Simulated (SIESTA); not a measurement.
Crystal: Ge.

```
Ge
1.0
     5.01240    2.89391    1.98864
    -5.01240    2.89391    1.98864
     0.00000   -5.78782    1.98864
Ge
8
Direct
  0.27823 0.46995 0.97307
  0.46995 0.97307 0.27823
  0.97307 0.27823 0.46995
  0.72177 0.53005 0.02693
  0.53005 0.02693 0.72177
  0.02693 0.72177 0.53005
  0.28552 0.28552 0.28552
  0.71448 0.71448 0.71448
```

This isn't the form of Ge at room conditions, which is diamond.

* Program: SIESTA 5.4.2
* Task: single point
* Functional: PBEsol
* Potentials or basis: PseudoDojo 0.4 standard (PBEsol files)
* Basis: DZP (energy shift 0.003 Ry; two zetas on semicore shells)
* Grid cutoff: 800 Ry
* Energy shift: 0.003 Ry
* k mesh: 6 × 6 × 6
* Occupations: fermi-dirac, width 0.05 eV
* Spin: no spin polarisation

On this cell: pressure -2.1 GPa; largest force 0.079 eV/Å; band gap on the k mesh none (metal or under the smearing width).

The same run follows on a disturbed copy (atoms moved at random, drawn with an rms of 0.05 Å):

```
Ge
1.0
     5.01240    2.89391    1.98864
    -5.01240    2.89391    1.98864
     0.00000   -5.78782    1.98864
Ge
8
Direct
  0.27653 0.46847 0.97357
  0.46664 0.97005 0.27754
  0.96351 0.28101 0.46528
  0.72823 0.53045 0.02619
  0.52034 0.02593 0.71797
  0.03969 0.72919 0.53028
  0.28672 0.28428 0.28247
  0.71476 0.71981 0.71060
```

Q: What changes?

A: The energy (extrapolated to zero smearing) moves by +9.3 meV/atom; pressure -2.0 GPa; largest force 0.942 eV/Å; band gap on the k mesh none (metal or under the smearing width).

Forces on the atoms (eV/Å):
```
Ge   0.020  0.279 -0.140
Ge  -0.061  0.105 -0.094
Ge   0.471  0.045  0.202
Ge  -0.252  0.124 -0.016
Ge   0.391  0.229  0.605
Ge  -0.592 -0.485 -0.549
Ge  -0.176 -0.268 -0.057
Ge   0.199 -0.028  0.050
```

Stress tensor (GPa, compression positive):
```
-2.24 -0.37 -0.04
-0.37 -2.21  0.36
-0.04  0.36 -1.44
```

Caveats: the basis of atomic orbitals isn't converged, which shifts pressures, moduli and gaps.
